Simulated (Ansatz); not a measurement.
**AlRu: checking dH/dP = V**

These are results of DFT PBE, scalar-relativistic, plane waves, PAW in Ansatz, not measurements. Run with 420 eV cutoff, 14×14×14 k-mesh, Gaussian smearing of 0.10 eV, no spin polarisation.

Starting point, cell and atoms relaxed:

```
CELL_PARAMETERS angstrom
3.00418 0.00000 0.00000
0.00000 3.00418 0.00000
0.00000 0.00000 3.00418
ATOMIC_POSITIONS crystal
Al 0.00000 0.00000 0.00000
Ru 0.50000 0.50000 0.50000
```

Cell and atoms were relaxed at each target pressure within the start's symmetry (Pm-3m), at zero temperature; other phases can be more stable under pressure. H = E + PV with P the target; E is the free energy at the smearing used, whose derivative the pressure is, per atom and counted from zero pressure. The mesh named is that at zero pressure; some other pressures ran on another.

```tsv
P (GPa)	V (Å³/atom)	E − E0 (meV)	H − H0 (meV)
0	13.556	0.0	0.0
1	13.489	0.2	84.4
4	13.299	3.2	335.2
12	12.864	24.5	988.0
25	12.278	91.2	2006.9
50	11.439	283.8	3853.5
90	10.509	680.6	6584.0
```

Task: Thermodynamics gives dH/dP = V along a relaxed path. Integrate V over P by the trapezoid rule and compare with the computed enthalpies.

Result: With 1 eV/Å³ = 160.22 GPa, each step adds the mean volume times ΔP / 160.22:
```tsv
P (GPa)	∫V dP (meV)	H − H0 (meV)	difference (meV)
1	84.4	84.4	0.0
4	335.2	335.2	0.0
12	988.4	988.0	0.4
25	2008.4	2006.9	1.4
50	3858.7	3853.5	5.2
90	6598.5	6584.0	14.5
```

V(P) curves upward, so the trapezoid rule runs high; integrating a smooth curve through the same points puts that excess at about 12.6 meV at 90 GPa, against the 14.5 meV found.

Task: At 90 GPa, how much of the enthalpy change is stored energy and how much is the PV term?

Result: E rises by 681 meV/atom and PV is 90 × 10.509 / 160.22 = 5903 meV/atom, so PV makes 90 % of ΔH. So between rival structures at high pressure a small difference in volume can outweigh the difference in energy: 1 % of this volume is worth 59.0 meV/atom at this pressure.

Task: What bulk modulus do the lowest pressures give?

Result: From the pressures that the runs reached, -1.00 GPa (13.622 Å³) and 1.00 GPa (13.489 Å³), B = −ΔP/Δln V = 2.00 / 0.0098 = 203 GPa, a mean over that range.

The enthalpies and volumes describe one consistent equation of state: most of the gap at 90 GPa comes from the trapezoid rule, and the small remainder probably reflects numerical differences between energy and stress. AlRu also stiffens steadily, each added GPa removing less volume than the one before. Compression raises the electrons' kinetic energy and the Pauli repulsion between neighbouring shells faster than bonding can offset them. The stiffness at low pressure fits the usual picture of B2 transition-metal aluminides, in which hybridisation between transition-metal d and Al sp states adds directional bonding to the metallic cohesion.

The stored energy starts out quadratic in pressure, while the PV term starts out linear. Elastic energy is therefore almost absent from the enthalpy change at 1 GPa, but reaches 680.6 of 6584.0 meV at 90 GPa. The agreement between the integral and the enthalpies tests the link between energy and pressure, not the accuracy of the functional, since an error in the energy curve would carry over consistently into its derivative.
